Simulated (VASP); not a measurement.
Input and output of a VASP PBE single-point calculation on CdS (strained rocksalt)

INCAR

```
IBRION = -1
ENCUT = 520
EDIFF = 1E-7
NSW = 0
NBANDS = 16
LCHARG = .TRUE.
PREC = Accurate
LWAVE = .FALSE.
LASPH = .TRUE.
SIGMA = 0.02
LREAL = .FALSE.
GGA = PE
NELM = 120
ISMEAR = -1
LELF = .TRUE.
ISIF = 2
```

KPOINTS

```
KPOINTS created by Atomic Simulation Environment
0
Gamma
8 8 8
0 0 0
```

KPOINTS_OPT

```
special points
6
Reciprocal
0.0000000000 0.0000000000 0.0000000000 1
0.5000000000 0.0000000000 0.5000000000 1
0.6250000000 0.2500000000 0.6250000000 1
0.3750000000 0.3750000000 0.7500000000 1
0.5000000000 0.5000000000 0.5000000000 1
0.5000000000 0.2500000000 0.7500000000 1
```

POSCAR

```
Cd S
 1.0000000000000000
     0.0000000000000000    2.8085798417999999    2.6656717241000001
     2.8085798417999999    0.0000000000000000    2.6656717241000001
     2.8085798417999999    2.8085798417999999    0.0000000000000000
 Cd  S
   1   1
Cartesian
  0.0000000000000000  0.0000000000000000  0.0000000000000000
  2.8085798417999994  2.8085798417999994  2.6656717241000001
```

VASP ran with the recommended PBE PAW datasets (18 valence electrons in the cell).

Command

```
mpirun -np 1 vasp_std
```

From OUTCAR

```
k-points           NKPTS =     59   k-points in BZ     NKDIM =     59   number of bands    NBANDS=     16

   NELECT =      18.0000    total number of electrons

   dimension x,y,z NGX =    30 NGY =   30 NGZ =   30
   dimension x,y,z NGXF=    60 NGYF=   60 NGZF=   60

  energy-cutoff  :      520.00
  volume of cell :       42.05
      direct lattice vectors                 reciprocal lattice vectors
     0.000000000  2.808579842  2.665671724    -0.178025916  0.178025916  0.187569983
     2.808579842  0.000000000  2.665671724     0.178025916 -0.178025916  0.187569983
     2.808579842  2.808579842  0.000000000     0.178025916  0.178025916 -0.187569983

 k-points in reciprocal lattice and weights: KPOINTS created by Atomic Simulation Env
   0.00000000  0.00000000  0.00000000       0.002
   0.12500000  0.00000000  0.00000000       0.016
   0.25000000  0.00000000  0.00000000       0.016
   0.37500000  0.00000000  0.00000000       0.016
   0.50000000  0.00000000  0.00000000       0.008
   0.12500000  0.12500000  0.00000000       0.004
   0.25000000  0.12500000  0.00000000       0.016
   0.37500000  0.12500000  0.00000000       0.016
   ...

 E-fermi :   2.7873

 k-point     1 :       0.0000    0.0000    0.0000
  band No.  band energies     occupation
      1      -9.9892      2.00000
      2      -4.9451      2.00000
      3      -4.9451      2.00000
      4      -4.9244      2.00000
      5      -4.9183      2.00000
      6      -4.8814      2.00000
      7       1.7403      2.00000
      8       2.0529      2.00000
      9       2.0529      2.00000
     10       3.4653      0.00000
     11      11.8019      0.00000
     12      11.8019      0.00000
     13      12.0679      0.00000
     14      13.4569      0.00000
     15      13.4569      0.00000
     16      14.0113      0.00000

 k-point     2 :       0.1250    0.0000    0.0000
  band No.  band energies     occupation
      1      -9.8613      2.00000
      2      -4.9734      2.00000
      3      -4.9646      2.00000
      4      -4.9471      2.00000
      5      -4.9067      2.00000
      6      -4.8701      2.00000
      7       0.7755      2.00000
      8       1.9898      2.00000
      9       2.1148      2.00000
     10       4.6104      0.00000
     11      10.6195      0.00000
     12      11.2389      0.00000
     13      11.7860      0.00000
     14      12.7233      0.00000
     15      12.9022      0.00000
     16      13.8994      0.00000

 k-point     3 :       0.2500    0.0000    0.0000
  band No.  band energies     occupation
      1      -9.5191      2.00000
      2      -5.0906      2.00000
      3      -5.0548      2.00000
      4      -4.9885      2.00000
      5      -4.8320      2.00000
      6      -4.8216      2.00000
      7      -0.6636      2.00000
      8       2.2722      2.00000
      9       2.2774      2.00000
     10       5.8931      0.00000
     11       9.3205      0.00000
     12       9.7799      0.00000
     13      10.5602      0.00000
     14      13.2466      0.00000
     15      13.4841      0.00000
     16      13.6958      0.00000

 k-point     4 :       0.3750    0.0000    0.0000
  band No.  band energies     occupation
      1      -9.1106      2.00000
      2      -5.2114      2.00000
      3      -5.1430      2.00000
      4      -5.0780      2.00000
      5      -4.7659      2.00000
      6      -4.7541      2.00000
      7      -1.6984      2.00000
      8       2.4456      2.00000
      9       2.6038      1.99979
     10       6.2472      0.00000
     11       8.7146      0.00000
     12       8.9725      0.00000
     13       9.5185      0.00000
     14      13.9469      0.00000
     15      14.6592      0.00000
     16      14.8377      0.00000

 k-point     5 :       0.5000    0.0000    0.0000
  band No.  band energies     occupation
      1      -8.9121      2.00000
      2      -5.2688      2.00000
      3      -5.1788      2.00000
      4      -5.1353      2.00000
      5      -4.7421      2.00000
      6      -4.7212      2.00000
      7      -2.0716      2.00000
      8       2.5240      2.00000
      9       2.7533      1.69055
     10       6.1617      0.00000
     11       8.3291      0.00000
     12       8.8705      0.00000
     13       9.2912      0.00000
     14      14.8119      0.00000
     15      15.3844      0.00000
     16      15.8287      0.00000

 k-point     6 :       0.1250    0.1250    0.0000
  band No.  band energies     occupation
      1      -9.7954      2.00000
      2      -5.0632      2.00000
      3      -4.9197      2.00000
      4      -4.9197      2.00000
      5      -4.9052      2.00000
      6      -4.9000      2.00000
      7       0.7244      2.00000
      8       1.8640      2.00000
      9       1.8640      2.00000
     10       5.1625      0.00000
     11      10.8428      0.00000
     12      11.2195      0.00000
     13      11.2921      0.00000
     14      11.2921      0.00000
     15      14.5697      0.00000
     16      14.9246      0.00000

 k-point     7 :       0.2500    0.1250    0.0000
  band No.  band energies     occupation
      1      -9.5229      2.00000
      2      -5.1720      2.00000
      3      -4.9669      2.00000
      4      -4.9490      2.00000
      5      -4.8659      2.00000
      6      -4.8251      2.00000
      7      -0.2752      2.00000
      8       1.7695      2.00000
      9       1.9874      2.00000
     10       6.2875      0.00000
     11       9.3465      0.00000
     12       9.9690      0.00000
     13      10.7068      0.00000
     14      11.8307      0.00000
     15      14.4988      0.00000
     16      15.0473      0.00000

 k-point     8 :       0.3750    0.1250    0.0000
  band No.  band energies     occupation
      1      -9.1638      2.00000
      2      -5.2209      2.00000
      3      -5.0558      2.00000
      4      -5.0052      2.00000
      5      -4.8027      2.00000
      6      -4.7460      2.00000
      7      -1.3437      2.00000
      8       1.8776      2.00000
      9       2.1690      2.00000
     10       6.6638      0.00000
     11       8.1344      0.00000
     12       9.7221      0.00000
     13      10.0098      0.00000
     14      12.6696      0.00000
     15      15.4397      0.00000
     16      15.4921      0.00000

 k-point     9 :       0.5000    0.1250    0.0000
  band No.  band energies     occupation
      1      -8.9424      2.00000
      2      -5.1550      2.00000
      3      -5.1260      2.00000
      4      -5.0716      2.00000
      5      -4.7481      2.00000
      6      -4.7178      2.00000
      7      -1.9206      2.00000
      8       2.0405      2.00000
      9       2.1439      2.00000
     10       6.5923      0.00000
     11       7.5885      0.00000
     12       8.9861      0.00000
     13      10.6145      0.00000
     14      13.7617      0.00000
     15      15.9403      0.00000
     16      16.4651      0.00000

 k-point    10 :      -0.3750    0.1250    0.0000
  band No.  band energies     occupation
      1      -9.0402      2.00000
      2      -5.1401      2.00000
      3      -5.0958      2.00000
      4      -5.0352      2.00000
      5      -4.7564      2.00000
      6      -4.7248      2.00000
      7      -1.7443      2.00000
      8       1.6725      2.00000
      9       2.4256      2.00000
     10       6.8720      0.00000
     11       7.4572      0.00000
     12       8.7866      0.00000
     13      10.6615      0.00000
     14      14.4827      0.00000
     15      14.8337      0.00000
     16      16.0292      0.00000

 k-point    11 :      -0.2500    0.1250    0.0000
  band No.  band energies     occupation
      1      -9.3694      2.00000
      2      -5.0931      2.00000
      3      -5.0455      2.00000
      4      -4.9749      2.00000
      5      -4.8349      2.00000
      6      -4.7478      2.00000
      7      -0.8623      2.00000
      8       1.3344      2.00000
      9       2.5331      1.99999
     10       6.6978      0.00000
     11       8.1620      0.00000
     12       9.2688      0.00000
     13      10.2952      0.00000
     14      13.0214      0.00000
     15      15.1327      0.00000
     16      15.2816      0.00000

 k-point    12 :      -0.1250    0.1250    0.0000
  band No.  band energies     occupation
      1      -9.6979      2.00000
      2      -5.0162      2.00000
      3      -4.9753      2.00000
      4      -4.9602      2.00000
      5      -4.9012      2.00000
      6      -4.8098      2.00000
      7       0.2581      2.00000
      8       1.3529      2.00000
      9       2.3943      2.00000
     10       5.5989      0.00000
     11       9.7445      0.00000
     12      10.3678      0.00000
     13      10.4189      0.00000
     14      12.1863      0.00000
     15      14.0536      0.00000
     16      15.3683      0.00000

 ...

  Total       -0.3836452     -0.3836452      0.5818812      0.0000000     -0.0000000      0.0000000
  in kB      -14.6160539    -14.6160539     22.1684185      0.0000000     -0.0000000      0.0000000
  external PRESSURE =      -2.3545631 kB  Pullay stress =       0.0000000 kB

 POSITION                                       TOTAL-FORCE (eV/Angst)
 -----------------------------------------------------------------------------------
      0.00000      0.00000      0.00000        -0.000000      0.000000      0.000000
      2.80858      2.80858      2.66567         0.000000     -0.000000     -0.000000
 -----------------------------------------------------------------------------------
    total drift:                               -0.000000      0.000000      0.000000

  FREE ENERGIE OF THE ION-ELECTRON SYSTEM (eV)
  ---------------------------------------------------
  free  energy   TOTEN  =        -5.8595736824 eV

  energy  without entropy=       -5.8593642136  energy(sigma->0) =       -5.85946895
```

| Property | Result |
| --- | --- |
| gap between bands v and c | 0.02 eV |
| least direct gap | 1.41 eV |
| pressure | -0.2 GPa |

Band v is the last that the valence electrons fill when counted band by band, and c is the next.

The run took about 18 s on one core of a shared host (Intel Xeon 6975P-C) and held 0.21 GiB at most.
